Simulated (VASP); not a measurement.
A run of VASP 6.6.1 is set up as follows.

The input INCAR:

```
SYSTEM = HfB2
PREC = Accurate
ENCUT = 600
EDIFF = 1E-6
ISMEAR = 0
SIGMA = 0.1
LREAL = .FALSE.
LASPH = .TRUE.
NELM = 100
ALGO = Fast
ISIF = 3
LWAVE = .FALSE.
LCHARG = .FALSE.
GGA = PS
IBRION = 2
NSW = 70
EDIFFG = -0.005
```

File KPOINTS:

```
Automatic mesh
0
G
  15 15 12
  0 0 0
```

File POSCAR:

```
HfB2
1.0
    3.1450633627      0.0000000000      0.0000000000
   -1.5725316813      2.7237047686      0.0000000000
    0.0000000000      0.0000000000      3.4872976848
Hf B
1 2
Direct
    0.0000000000      0.0000000000      0.0000000000
    0.3333333333      0.6666666667      0.5000000000
    0.6666666667      0.3333333333      0.5000000000
```

Potentials or basis: VASP PAW PBE potentials, release 64 (Hf_pv, B).

Command:

```console
$ cat potpaw_PBE.64/Hf_pv/POTCAR potpaw_PBE.64/B/POTCAR > POTCAR
$ mpirun -np 1 vasp_std > vasp.out
```

(1) What does it give for the band gap on the k mesh?

(2) What does it give for the relaxed volume?

(3) What does it give for the relaxed cell?

(4) Predict the space group after relaxing (to 0.05 Å).

Answers

(1) none (metal or under the smearing width).

(2) 9.73 Å³/atom.

(3) a = 3.126 Å, b = 3.126 Å, c = 3.449 Å, α = 90.00°, β = 90.00°, γ = 120.00°.

(4) P6/mmm (No. 191).

Caveat: the PAW data sets were made with another functional, which shifts forces and pressure a little.
